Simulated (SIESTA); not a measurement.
The system is Au.

```
Au
1.0
     0.00000    2.03500    2.03500
     2.03500    0.00000    2.03500
     2.03500    2.03500    0.00000
Au
1
Direct
  0.00000 0.00000 0.00000
```

Base run:

| Property | Result |
| --- | --- |
| Program | SIESTA 5.4.2 |
| Functional | PBE |
| Potentials or basis | PseudoDojo 0.4 standard (PBE files) |
| Basis | DZ (energy shift 0.002 Ry) |
| Grid cutoff | 800 Ry |
| Energy shift | 0.002 Ry |
| k mesh | 11 × 11 × 11 |
| Occupations | fermi-dirac, width 0.05 eV |
| Spin | no spin polarisation |

Its results: band gap on the k mesh none (metal or under the smearing width); pressure 10.7 GPa.

After a change of settings the same cell gave: band gap on the k mesh none (metal or under the smearing width); pressure 5.8 GPa. Which change was it?
A. potentials or basis from PseudoDojo 0.4 standard (PBE files) to SG15 1.2 (PBE files) or PseudoDojo by element; basis from DZ (energy shift 0.002 Ry) to DZP (energy shift 0.002 Ry)
B. basis from DZ (energy shift 0.002 Ry) to SZ (energy shift 0.002 Ry)
C. basis from DZ (energy shift 0.002 Ry) to TZDP (energy shift 0.01 Ry); energy shift from 0.002 Ry to 0.01 Ry

C.

Caveats: semicore shells carry a single zeta, which can move pressures by several GPa and volumes by a few percent; spin-orbit coupling is left out, which moves the levels of the heavy elements; the basis of atomic orbitals isn't converged, which shifts pressures, moduli and gaps; the basis has no polarisation orbitals (some runs).
